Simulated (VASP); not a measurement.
Input of a VASP 6.6.1 run:

File INCAR:

```
SYSTEM = KCl
ALGO = Normal
EDIFF = 1E-6
ENCUT = 520
GGA = PE
ISIF = 2
ISMEAR = -1
LASPH = .TRUE.
LCHARG = .FALSE.
LREAL = .FALSE.
LWAVE = .FALSE.
NBANDS = 15
NELM = 100
PREC = Accurate
SIGMA = 0.05
```

The input KPOINTS:

```
k-points
0
G
  7 7 7
  0 0 0
```

POSCAR

```
KCl
1.0
    0.0000000000      3.0822383035      3.0822383035
    3.0822383035      0.0000000000      3.0822383035
    3.0822383035      3.0822383035      0.0000000000
K Cl
1 1
Direct
    0.0000000000      0.0000000000      0.0000000000
    0.5000000000      0.5000000000      0.5000000000
```

Potentials or basis: VASP PAW PBE potentials, release 64 (K_sv, Cl).

Command:

```console
$ cat potpaw_PBE.64/K_sv/POTCAR potpaw_PBE.64/Cl/POTCAR > POTCAR
$ mpirun -np 1 vasp_std > vasp.out
```

Q: What does it give for the pressure?

A: 2.2 GPa.

Q: Estimate the band gap on the k mesh.

A: 5.41 eV, direct.

**Measured values to compare with.**

A printed reference work, monograph reports, for a bulk crystal of KCl: band gap 8.68 eV.

Against the measured gap of KCl, 8.68 eV (a printed reference work, monograph), the calculated 5.41 eV is off by -3.27 eV. The value is that of PBE, without temperature or zero-point motion. Semilocal functionals fall short of measured gaps as a rule.
